**Q:** I have squeezed AlNi₃ in a PBE calculation, and two columns seem to contradict each other. The first 30 GPa take nearly 12 % off the volume, the next 30 GPa only about 7 % of the original volume. The magnetic moment does the opposite and falls mostly at the end. How can one crystal resist pressure more and more and yet lose its magnetism faster and faster?

Cubic AlNi3 (Cu3Au type, Pm-3m, 4 atoms per cell), relaxed at a series of hydrostatic pressures at zero temperature with its symmetry kept; changes are relative to the zero-pressure cell, a = 3.567 Å. Ansatz 0.2.0, plane-wave PAW, scalar-relativistic, collinear-spin PBE, cutoff 420 eV, Gaussian smearing 0.1 eV, k mesh 12×12×12 at every pressure.

```csv
pressure (GPa),volume change (%),enthalpy change (eV/atom),a change (%),cell moment (μB)
-3,1.72,-0.214,0.57,0.75
0,0.00,0.000,0.00,0.74
3,-1.59,0.211,-0.53,0.73
8,-3.93,0.555,-1.33,0.72
15,-6.78,1.024,-2.31,0.70
30,-11.67,1.986,-4.05,0.65
60,-18.63,3.784,-6.64,0.49
```

**A:** The two columns answer different questions. The volume shows how hard the whole electron cloud pushes back. The moment shows the outcome of a close contest between two energies, and such a contest can tip quickly while everything else changes smoothly. Take the volume first. What would you predict if the stiffness stayed at its zero-pressure value?

**Q:** An exponential decay of the volume with pressure. With the fitted bulk modulus of 184 GPa, I get a loss of 28 % at 60 GPa. The table has less than 19 %.

**A:** So the crystal must stiffen, and neighbouring rows show it directly: the modulus between them rises from 176 GPa at the low end to 366 GPa at the high end. The reason is general. At zero pressure, bonding and repulsion balance. On compression the repulsion, which comes mainly from the kinetic energy of electrons confined to less space and kept out of the ion cores, grows faster than the bonding does.

**Q:** Is there a simple formula for that?

**A:** Let the bulk modulus grow linearly with pressure, $B = B_0 + B'P$. Since $B = -V\,dP/dV$, integration gives the Murnaghan equation,

$$\frac{V}{V_0} = \left(1+\frac{B'P}{B_0}\right)^{-1/B'} .$$

Fitted to the volumes of all seven rows, it gives $B_0$ = 184 GPa and $B'$ = 4.17. At 60 GPa the bracket is $1 + 4.17\times 60/184 = 2.36$. Raised to the power $-1/4.17$ this is 0.814, a loss of 18.6 %, as in the table. That row was part of the fit, so the agreement shows that the form suits the data; it is no prediction.

**Q:** The enthalpy climbs by almost 3.8 eV per atom. Is the compound being driven towards decomposition?

**A:** You can't read that from this column. The slope of enthalpy against pressure is the volume, so the enthalpy of any solid rises under pressure. At 60 GPa the product $PV$ makes up 91 % of the rise; the energy stored in the squeezed crystal is only about 0.33 eV per atom. Decomposition would depend on how the enthalpy compares with that of competing phases, and those are not in the table.

**Q:** Then the moment. Why does pressure weaken it at all?

**A:** The moment sits mainly in the nickel 3d shells, about 0.28 μB per atom at zero pressure, and is partly offset by a small opposite spin on aluminium and between the atoms. To create it, electrons must move from one spin direction to the other, into higher levels of the d band. That costs band energy, while exchange between parallel spins pays some back. Pressure brings the atoms closer, the d orbitals overlap more and the band widens. Its levels then lie further apart, so the same moment costs more, while the exchange strength, largely a property of the atom, hardly changes. This is Stoner's argument.

**Q:** But does the band widen faster at high pressure? Otherwise I don't see why the moment should drop so late.

**A:** It doesn't need to. A standard estimate makes the d-band width grow as $a^{-5}$, where $a$ is the cell edge. That gives roughly 23 % over the first 30 GPa and somewhat less over the next 30. Yet the moment loses 0.09 μB in the first stretch and 0.16 μB in the second. If the estimate is right, the moment has become more sensitive to the width.

**Q:** Where does that sensitivity come from?

**A:** Write the magnetic energy as $E = \alpha M^2 + \beta M^4$, with $M$ the cell moment. The first coefficient is band cost minus exchange gain. It is negative in a ferromagnet and moves towards zero as the band widens. The second, taken here as positive, stops the moment from growing without limit. The minimum lies at $M^2 = -\alpha/2\beta$, so if $\beta$ hardly changes, it is the *square* of the moment that falls steadily with width. When a square falls steadily, the quantity itself falls slowly while it is large and quickly once it is small. Holding $\beta$ fixed is generous to this law: $\beta$ is itself a band cost and would be expected to grow with the width, which weakens the bend.

**Q:** Does the table follow that law?

**A:** Only in part. A straight line for $M^2$ against the estimated width, fitted to all rows, takes 0.12 μB off the moment in the first 30 GPa and 0.11 μB in the next. The table has 0.09 and 0.16 μB. So the law makes the moment somewhat more sensitive to the width, but the slower widening at high pressure cancels that, and per GPa the fitted moment does not speed up at all. A shrinking margin alone does not explain the late drop. If a term in $M^6$ does the limiting instead, $M^4$ falls steadily, which gives a sharper bend and reduces the largest miss from 0.024 to 0.016 μB. I chose that form after seeing the curvature, so it describes the bend without proving its origin. One would expect the origin to lie in the shape of the density of states near the Fermi level, which decides how fast the band cost rises as the moment grows. The runs give a hint of this. With Gaussian smearing the entropy term is expected to follow the density of states at the Fermi level, averaged over the smearing width, and pure widening would lower it steadily. Instead it goes from 0.015863 eV at zero pressure to 0.015457 eV at 15 GPa and back up to 0.015775 eV at 30 GPa, and at 60 GPa, where the moment has dropped most, it lies well above that. This fits a Fermi level moving onto a higher part of the band as the spin splitting closes, though the term sums both spins and can't show which of them the rise comes from. The steepest part of the drop rests on a single row, the most compressed one, but the bend begins earlier: the moment lost per percent of volume is 0.007, 0.010 and 0.023 μB over the last three steps. None of the runs raised a warning of its own. The notes to the data do caution that the volumes are far from equilibrium; that rests on the data makers' tests on other systems, and it presumably matters most at the highest pressures. The k mesh has the same 12×12×12 points at every pressure, so the late drop does not come from a change of mesh, but no test shows how much so small a moment depends on the k mesh and the smearing.

**Q:** Could pressure simply be filling the d shell, so that fewer unpaired electrons remain?

**A:** That may contribute. Between −3 and 3 GPa the minority-spin 3d count on each nickel atom rises by about 0.006 electrons, while the majority count falls by only about 0.001. Pure spin reversal would make the two changes equal in size. Such counts also depend on how overlapping charge is shared between neighbours, and the overlap grows on compression. Separating broadening from filling would take the full spin-resolved density of states at several pressures, which we don't have.

**Q:** How much of this carries over to real AlNi₃?

**A:** The volume curve is the safer part, though the cubic symmetry was imposed and its stability under pressure was not tested. Up to 3 GPa a constant modulus is good enough; at 60 GPa it would overstate the volume loss by half. The size of the moment should not be carried over. Experiments find a much smaller moment than the 0.74 μB per cell here, and in them magnetic order disappears far below 60 GPa. PBE leaves out the spin fluctuations that weaken such a fragile magnet, so it starts the contest too far on the magnetic side.

**Q:** So for a related alloy I should ask two things: how stiff it is, and how narrowly exchange wins.

**A:** Yes. The stiffness tells you how far a given pressure pushes the atoms together. The margin tells you how much magnetism that is likely to cost, and in the simple picture the cost per step of band width grows as the margin shrinks. Here that was not enough to make the loss speed up with pressure, so look at the shape of the density of states near the Fermi level as well. The fits and the row-by-row values are printed below.

Numerical output:

```
fit of log(v) on 7 rows: coefficient of log(1 + s*P) -0.2401 +/- 0.00021, s 0.02265; rms 0.000193, worst 30 -0.000362, leave-one-out rms 0.000776
Bulk modulus at zero pressure from the volume fit (GPa): 183.9
Rise of bulk modulus per GPa of pressure from the volume fit: 4.166
Volume and enthalpy:
  row  Murnaghan volume change %  constant-modulus volume change %  modulus since row above GPa  PV eV/atom  internal energy change eV/atom  enthalpy from volume fit eV/atom
   -3                      1.703                             1.644                          n/a      -0.216                        0.001988                           -0.2141
    0                          0                                 0                        175.9           0                               0                                 0
    3                     -1.566                            -1.618                        187.2       0.209                         0.00204                            0.2107
    8                     -3.918                            -4.256                        207.8       0.544                         0.01102                            0.5548
   15                     -6.779                            -7.831                        232.4      0.9897                          0.0343                             1.024
   30                      -11.7                            -15.05                        278.4       1.876                          0.1104                             1.986
   60                     -18.62                            -27.83                        365.5       3.456                          0.3284                             3.782
Share of PV in the enthalpy rise at 60 GPa (%): 91.32
fit of M**2 on 7 rows: constant 1.276 +/- 0.064, coefficient of w -0.7176 +/- 0.057; rms 0.0183, worst 30 -0.0286, leave-one-out rms 0.0401
fit of M**4 on 7 rows: constant 0.887 +/- 0.022, coefficient of w -0.5827 +/- 0.019; rms 0.00622, worst 15 -0.00806, leave-one-out rms 0.0129
Moment:
  row  estimated band width change %  moment change %  step since row above muB  moment lost per % of volume muB  moment from M2 law muB  moment from M4 law muB
   -3                         -2.802            1.351                       n/a                              n/a                  0.7608                  0.7525
    0                              0                0                     -0.01                         0.005814                  0.7475                  0.7427
    3                          2.693           -1.351                     -0.01                         0.006289                  0.7344                  0.7329
    8                          6.924           -2.703                     -0.01                         0.004274                  0.7134                  0.7168
   15                           12.4           -5.405                     -0.02                         0.007018                  0.6854                   0.694
   30                          22.96           -12.16                     -0.05                          0.01022                  0.6276                  0.6425
   60                          40.99           -33.78                     -0.16                          0.02299                  0.5143                  0.5057
Fall of the Ni site moment from 0 to 30 GPa (%): 13.05
Change of 3d electrons per Ni from -3 to 3 GPa: 0.0045
```
